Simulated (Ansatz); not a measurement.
The system is Cl.

```
Cl
1.0
     3.14500   -2.25000    0.00000
     3.14500    2.25000    0.00000
     0.00000    0.00000    8.21000
Cl
4
Direct
  0.37000 0.63000 0.40000
  0.13000 0.87000 0.90000
  0.63000 0.37000 0.60000
  0.87000 0.13000 0.10000
```

Base run:

* Program: Ansatz 0.2.0
* Functional: PBE
* Potentials or basis: all-electron LAPW, scalar-relativistic
* Cutoff: 282 eV
* Density cutoff: 1129 eV
* Basis error allowed: 0.002 eV/atom
* k mesh: 7 × 7 × 4
* Occupations: fermi-dirac, width 0.05 eV
* Spin: no spin polarisation

Its results: band gap on the k mesh 2.50 eV, indirect (least direct gap 2.56 eV); pressure 0.7 GPa; largest force 0.097 eV/Å.

Task: After a change of settings the same cell gave: band gap on the k mesh 2.34 eV, indirect (least direct gap 2.40 eV); pressure -2.4 GPa; largest force 0.193 eV/Å. Which change was it?
A. functional from PBE to LDA
B. functional from PBE to PBEsol; potentials or basis from all-electron LAPW, scalar-relativistic to all-electron LAPW, non-relativistic
C. basis error allowed from 0.002 eV/atom to 0.001 eV/atom
D. functional from PBE to PBEsol

Result: A.

LDA binds more tightly than PBE, so the same cell stands under less pressure.

Not every run made on this cell is shown here.
